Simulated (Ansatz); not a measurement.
# Ti: response to strain

Aim: deform Ti (zz strain of +1 %) and compute stress, forces and field gradients with LAPW, PAW and all-electron datasets made for the crystal.

Computed with Ansatz 0.2.0 (DFT PBE, scalar-relativistic, unless a step's input says otherwise).

### Step 1. Starting point

Symmetry: Im-3m, No. 229, cubic system. Conventional cell: a = 3.282 Å, b = 3.282 Å, c = 3.282 Å, α = 90.00°, β = 90.00°, γ = 90.00°. Around Ti (site symmetry m-3m) lie 8 Ti at 2.84 Å.

As a file:

```cif
data_structure
_symmetry_space_group_name_H-M 'Im-3m'
_symmetry_Int_Tables_number 229
_cell_length_a 3.2820
_cell_length_b 3.2820
_cell_length_c 3.2820
_cell_angle_alpha 90.000
_cell_angle_beta 90.000
_cell_angle_gamma 90.000
_cell_volume 35.35
loop_
_atom_site_label
_atom_site_type_symbol
_atom_site_symmetry_multiplicity
_atom_site_Wyckoff_symbol
_atom_site_fract_x
_atom_site_fract_y
_atom_site_fract_z
_atom_site_occupancy
Ti1 Ti 2 a 0.00000 0.00000 0.00000 1
```

The file gives the conventional cell by its symmetry; the runs use the cell typed in the input.

### Step 2. After the deformation

Space group Im-3m before, I4/mmm after.

### Step 3. LAPW, all electrons

Contents of input.yaml:

```yaml
crystal:
  lattice:
    - [-1.641, 1.641, 1.65741]
    - [1.641, -1.641, 1.65741]
    - [1.641, 1.641, -1.65741]
  atoms:
    - { symbol: Ti, position: [0.0, 0.0, 0.0] }
kpoints:
  mp_grid: { grid: [14, 14, 14] }
  band_path:
    path:
      - [0.0, 0.0, 0.0]
      - [0.0, 0.0, 0.5]
      - [0.25, 0.25, 0.25]
      - [0.0, 0.5, 0.0]
      - [0.0, 0.0, 0.0]
      - [0.5, 0.5, -0.5]
      - [0.4950740124, 0.5049259876, -0.4950740124]
      - [-0.4950740124, 0.4950740124, 0.4950740124]
      - [0.0, 0.0, 0.0]
    npoints: 5
scf:
  occupations: { method: fermi_dirac, width: 0.05 }
hamiltonian:
  xc: pbe
  pseudopotentials: { kind: all_electron, lapw: { basis_error: 0.00025 } }
output:
  forces: true
  stress: true
  eigenvalues: true
```

Launch:

```
> ansatz run input.yaml --threads 1 --pin off --max-ram 3072MiB --backend cpu --events-out ev --progress --plain --runs-dir out
```

### Step 4. PAW on the default files

Contents of input.yaml:

```yaml
crystal:
  lattice:
    - [-1.641, 1.641, 1.65741]
    - [1.641, -1.641, 1.65741]
    - [1.641, 1.641, -1.65741]
  atoms:
    - { symbol: Ti, position: [0.0, 0.0, 0.0] }
kpoints:
  mp_grid: { grid: [14, 14, 14] }
scf:
  occupations: { method: fermi_dirac, width: 0.05 }
hamiltonian:
  xc: pbe
  pseudopotentials: { kind: paw }
output:
  forces: true
  stress: true
  eigenvalues: true
  efg: { contact_densities: true }
```

### Step 5. Datasets made for this crystal

Changes to input.yaml since step 4:

```diff
@@ -13,3 +13,3 @@
   xc: pbe
-  pseudopotentials: { kind: paw }
+  pseudopotentials: { kind: all_electron, datasets: crystal }
 output:
```

(Steps that only read results are left out.)

Before running it: what results should come out? Wanted: pressure; largest shear or deviatoric stress.

**Answer**, as computed:

```
                                 quantity                                              value
                                 pressure  LAPW -3.36, PAW -3.36, crystal datasets -3.36 GPa
largest shear or deviatoric stress (LAPW)                                           0.18 GPa
```

The largest part of the stress beyond the pressure is 0.18 GPa in size, in the zz component. No run of the undeformed cell stands beside it, so the pressure holds what the given cell had before the change. PAW: stress within 0.01 GPa of LAPW. Crystal datasets: stress within 0.01 GPa of LAPW.
